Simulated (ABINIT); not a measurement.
# BaTiO3 (P4mm) in ABINIT: a series of runs, part 2 of 2

ABINIT 10.8.3 (patched build).

## Step 3: Relaxation of cell and atoms, PBEsol

run.abi reads:

```
pp_dirpath "./"
pseudos "Ba.GGA_PBE-JTH.xml, Ti.GGA_PBE-JTH.xml, O.GGA_PBE-JTH.xml"

acell 3.9998 3.9998 4.018 Angstrom
rprim
     1.0000000000     0.0000000000     0.0000000000
     0.0000000000     1.0000000000     0.0000000000
     0.0000000000     0.0000000000     1.0000000000
ntypat 3
znucl 56 22 8
natom 5
typat 1 2 3 3 3
xred
     0.0000000000     0.0000000000     0.0000000000
     0.5000000000     0.5000000000     0.4900000000
     0.0000000000     0.5000000000     0.5170000000
     0.5000000000     0.0000000000     0.5170000000
     0.5000000000     0.5000000000     0.0190000000
chkprim 0
chksymtnons 0
tolsym 1.0e-6

ecut 625.861884 eV
pawecutdg 45.0
pawxcdev 0
pawovlp -1

kptopt 1
ngkpt 5 5 5
nshiftk 1
shiftk 0.0 0.0 0.0

ixc -116133

nband 24
occopt 3
tsmear 0.00183747

nstep 100
tolvrs 1.0e-9

iomode 3
prtwf 0
prtden 0
prteig 0
prtebands 0
enunit 2
prtvol 2

ionmov 2
ntime 60
tolmxf 5.0e-5
optcell 2
dilatmx 1.08
ecutsm 0.5
```

Potentials or basis: JTH PAW PBE v2.0.

On the command line:

```bash
> abinit run.abi > log 2>&1
```

run.abo:

```text
.Version 10.8.3 of ABINIT
 Symmetries : space group P4 m m (# 99); Bravais tP (primitive tetrag.)
================================================================================
 Values of the parameters that define the memory need of the present run
     intxc =       0    ionmov =       2      iscf =      17    lmnmax =      18
     lnmax =       6     mgfft =      36  mpssoang =       3    mqgrid =    3001
     natom =       5  nloc_mem =       2    nspden =       1   nspinor =       1
    nsppol =       1      nsym =       8    n1xccc =       1    ntypat =       3
    occopt =       3   xclevel =       2
       mpw =        2903          nfft =       46656          nkpt =          18
 PAW method is used; the additional fine FFT grid is defined by:
   mgfftf=        50    nfftf =    125000
================================================================================
================================================================================

--------------------------------------------------------------------------------
------------- Echo of variables that govern the present computation ------------
--------------------------------------------------------------------------------
 -outvars: echo values of preprocessed input variables --------
            acell      7.5585265584E+00  7.5585265584E+00  7.5929195739E+00 Bohr
              amu      1.37327000E+02  4.78800000E+01  1.59994000E+01
          chkprim           0
[... 2690 lines left out ...]
     2        0.000000000000      0.000000000000     -0.008088146816
     3        0.000000000000      0.000000000000     -0.000015281416
     4        0.000000000000      0.000000000000     -0.000015281416
     5        0.000000000000      0.000000000000      0.009991206458

 Cartesian components of stress tensor (hartree/bohr^3)
  sigma(1 1)=  2.45127492E-07  sigma(3 2)=  0.00000000E+00
  sigma(2 2)=  2.45127492E-07  sigma(3 1)=  0.00000000E+00
  sigma(3 3)=  2.58447154E-07  sigma(2 1)=  0.00000000E+00

-Cartesian components of stress tensor (GPa)         [Pressure= -7.3425E-03 GPa]
- sigma(1 1)=  7.21189981E-03  sigma(3 2)=  0.00000000E+00
- sigma(2 2)=  7.21189981E-03  sigma(3 1)=  0.00000000E+00
- sigma(3 3)=  7.60377779E-03  sigma(2 1)=  0.00000000E+00

== END DATASET(S) ==============================================================
================================================================================

 -outvars: echo values of variables after computation  --------
            acell      7.4944373091E+00  7.4944373091E+00  7.6821504681E+00 Bohr
           etotal     -1.3306940081E+02
            fcart     -0.0000000000E+00 -0.0000000000E+00 -7.5416229074E-06
                      -0.0000000000E+00 -0.0000000000E+00  2.8106595881E-06
                      -0.0000000000E+00 -0.0000000000E+00  1.8346482842E-06
                      -0.0000000000E+00 -0.0000000000E+00  1.8346482842E-06
                      -0.0000000000E+00 -0.0000000000E+00  1.0616667510E-06
           strten      2.4512749224E-07  2.4512749224E-07  2.5844715392E-07
                       0.0000000000E+00  0.0000000000E+00  0.0000000000E+00
           xangst      0.0000000000E+00  0.0000000000E+00 -7.6121095224E-03
                       1.9829427149E+00  1.9829427149E+00  1.9590772005E+00
                       0.0000000000E+00  1.9829427149E+00  2.1016560778E+00
                       1.9829427149E+00  0.0000000000E+00  2.1016560778E+00
                       1.9829427149E+00  1.9829427149E+00  1.1785560204E-01
             xred      0.0000000000E+00  0.0000000000E+00 -1.8724968090E-03
                       5.0000000000E-01  5.0000000000E-01  4.8191185318E-01
                       0.0000000000E+00  5.0000000000E-01  5.1698471858E-01
                       5.0000000000E-01  0.0000000000E+00  5.1698471858E-01
                       5.0000000000E-01  5.0000000000E-01  2.8991206458E-02
 Calculation completed.
```

Run time: 14 min. Hardware: 1 thread of Arm Neoverse V2, shared host; peak memory 0.16 GiB.

What came out:

```
Free energy                            : -3621.0029 eV
Relaxed volume                         : 12.79 Å³/atom
Relaxed cell                           : a = 3.966 Å, b = 3.966 Å, c = 4.065 Å, α = 90.00°, β = 90.00°, γ = 90.00°
Space group after relaxing (to 0.05 Å) : P4mm (No. 99)
Energy gained by relaxing              : 3.0 meV/atom
Ionic steps                            : 18
Pressure after relaxing                : 0.0 GPa
Band gap on the k mesh                 : 1.98 eV, indirect (least direct gap 2.20 eV)
```

Step by step:
```tsv
step	energy change (eV)	largest force (eV/Å)	pressure (GPa)	volume (Å³)
1	0.0000	0.3232	-2.30	64.28
2	-0.0064	0.2489	-1.03	63.83
3	-0.0096	0.1443	0.40	63.36
4	-0.0103	0.1183	0.52	63.35
5	-0.0132	0.0735	0.51	63.51
6	-0.0137	0.0758	0.20	63.67
7	-0.0140	0.0697	-0.08	63.81
8	-0.0143	0.0516	-0.25	63.91
9	-0.0147	0.0557	-0.30	63.99
10	-0.0149	0.0506	-0.18	63.98
11	-0.0150	0.0397	-0.02	63.91
12	-0.0151	0.0301	0.08	63.88
13	-0.0152	0.0185	0.11	63.87
14	-0.0152	0.0132	0.07	63.90
15	-0.0152	0.0102	0.01	63.93
16	-0.0152	0.0062	-0.01	63.94
17	-0.0152	0.0022	-0.02	63.94
18	-0.0152	0.0004	-0.01	63.94
```

Final structure:
```yaml
crystal:
  lattice:
    - [3.96589, 0.00000, 0.00000]
    - [0.00000, 3.96589, 0.00000]
    - [0.00000, 0.00000, 4.06522]
  atoms:
    - { symbol: Ba, position: [0.00000, 0.00000, 0.99813] }
    - { symbol: Ti, position: [0.50000, 0.50000, 0.48191] }
    - { symbol: O, position: [0.00000, 0.50000, 0.51698] }
    - { symbol: O, position: [0.50000, 0.00000, 0.51698] }
    - { symbol: O, position: [0.50000, 0.50000, 0.02899] }
```

Levels at points of the mesh, in eV from the valence-band top:
| k point | band 17 | band 18 | band 19 | band 20 | band 21 | band 22 | band 23 | band 24 |
| --- | --- | --- | --- | --- | --- | --- | --- | --- |
| (0.00, 0.00, 0.00) | -1.08 | -0.34 | -0.23 | -0.23 | 1.98 | 2.38 | 2.38 | 4.38 |

Caveat: this set's barium file shifts pressures by 1.5 GPa and gaps by 0.1 eV against other sets; the PAW data sets were made with another functional, which shifts forces and pressure a little; spin-orbit coupling is left out, which moves the levels of the heavy elements; an odd mesh through Γ misses points on the zone boundary, where band edges often lie; the atomic spheres overlap.

## Step 4: The reference run

An earlier run on the cell as given: functional PBE; potentials or basis JTH PAW PBE v2.0; cutoff 626 eV; k mesh 7 × 7 × 7; occupations fermi-dirac, width 0.05 eV; no spin polarisation.

* Pressure: 3.6 GPa
* Largest force: 0.291 eV/Å
* Band gap on the k mesh: 1.89 eV, indirect (least direct gap 2.07 eV)

## Step 5: The runs side by side

```tsv
task	level	potentials or basis	cell	k mesh	cell freedom (optcell)	cutoff smearing ecutsm (Ha)	optimiser (ionmov)	force stop (Ha/bohr)	gap on the mesh (eV)	pressure (GPa)	relaxed volume (Å³/atom)
relaxation of cell and atoms	LDA	JTH PAW LDA v2.0	relaxed	7 × 7 × 7	2	0.5	22	5e-05	1.90	0.0	12.38
relaxation of cell and atoms	PBEsol	JTH PAW PBE v2.0	relaxed	5 × 5 × 5	2	0.5	2	5e-05	1.98	0.0	12.79
single point	PBE	JTH PAW PBE v2.0	as given	7 × 7 × 7	-	-	-	-	1.89	3.6	-
```

Alike in all rows: no spin polarisation; cutoff (eV) 626; smearing fermi-dirac 0.05 eV.

Caveats: this set's barium file shifts pressures by 1.5 GPa and gaps by 0.1 eV against other sets; spin-orbit coupling is left out, which moves the levels of the heavy elements; an odd mesh through Γ misses points on the zone boundary, where band edges often lie; the atomic spheres overlap; the PAW data sets were made with another functional, which shifts forces and pressure a little (some runs).

Total energies depend on the potentials used, so only differences within one code and one set of settings carry meaning.
